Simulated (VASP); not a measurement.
A calculation with VASP 6.6.1 of Zr (ASE script, structure typed inline):

The input run.py:

```python
from ase import Atoms
from ase.calculators.vasp import Vasp
from ase.dft.bandgap import bandgap

atoms = Atoms(
    ['Zr', 'Zr'],
    cell=[[3.232, 0.0, 0.0], [-1.616, 2.798994105, 0.0], [0.0, 0.0, 5.147]],
    scaled_positions=[[0.6666666667, 0.3333333333, 0.75], [0.3333333333, 0.6666666667, 0.25]],
    pbc=True,
)
calc = Vasp(
    directory='calc',
    xc='pbe',
    pp='PBE',
    setups='recommended',
    prec='Accurate',
    encut=520,
    ediff=1e-07,
    ismear=0,
    sigma=0.02,
    lreal=False,
    lasph=True,
    nelm=100,
    algo='Normal',
    isif=2,
    lwave=False,
    lcharg=False,
    kpts=[9, 9, 5],
    gamma=True,
    nbands=19,
)
atoms.calc = calc

print('energy (eV):', atoms.get_potential_energy())
print('free energy (eV):', atoms.get_potential_energy(force_consistent=True))
print('forces (eV/A):')
print(atoms.get_forces())
print('stress (eV/A^3, Voigt):', atoms.get_stress())
print('Fermi level (eV):', calc.get_fermi_level())
gap, top, bottom = bandgap(calc)
print('band gap (eV):', gap, 'from (spin, k, band)', top, 'to', bottom)
```

Potentials or basis: VASP PAW PBE potentials, release 64 (Zr_sv).

The run is started by

```sh
$ python run.py
```

Q: Write the same calculation in another form: native input, structure from a POSCAR.

A: As run:

File INCAR:

```
SYSTEM = Zr
  ALGO = Normal
  EDIFF = 1E-6
  ENCUT = 520
  GGA = PE
  ISIF = 2
  ISMEAR = 0
  LASPH = .True.
  LCHARG = .True.
  LELF = .True.
  LREAL = .False.
  LVHAR = .True.
  LWAVE = .False.
  NBANDS = 19
  NELM = 100
  PREC = Accurate
  SIGMA = 0.02
```

File KPOINTS:

```
k-points
0
Gamma
  9 9 5
  0 0 0
```

POSCAR

```
Zr
3.232
    1.000000000000      0.000000000000      0.000000000000
   -0.500000000000      0.866025403775      0.000000000000
    0.000000000000      0.000000000000      1.592512376238
Zr
2
Direct
    0.6666666667      0.3333333333      0.7500000000
    0.3333333333      0.6666666667      0.2500000000
```

Potentials or basis: VASP PAW PBE potentials, release 64 (Zr_sv).

The run is started by

```bash
$ cat potpaw_PBE.64/Zr_sv/POTCAR > POTCAR
$ mpirun -np 1 vasp_std > vasp.out
```

Both were run:

|  | ASE script, structure typed inline | native input, structure from a POSCAR |
| --- | --- | --- |
| Pressure | 0.6 GPa | 0.6 GPa |
| Band gap on the k mesh | none (metal or under the smearing width) | none (metal or under the smearing width) |

Keys that steer only the numerical path or the files written may differ.
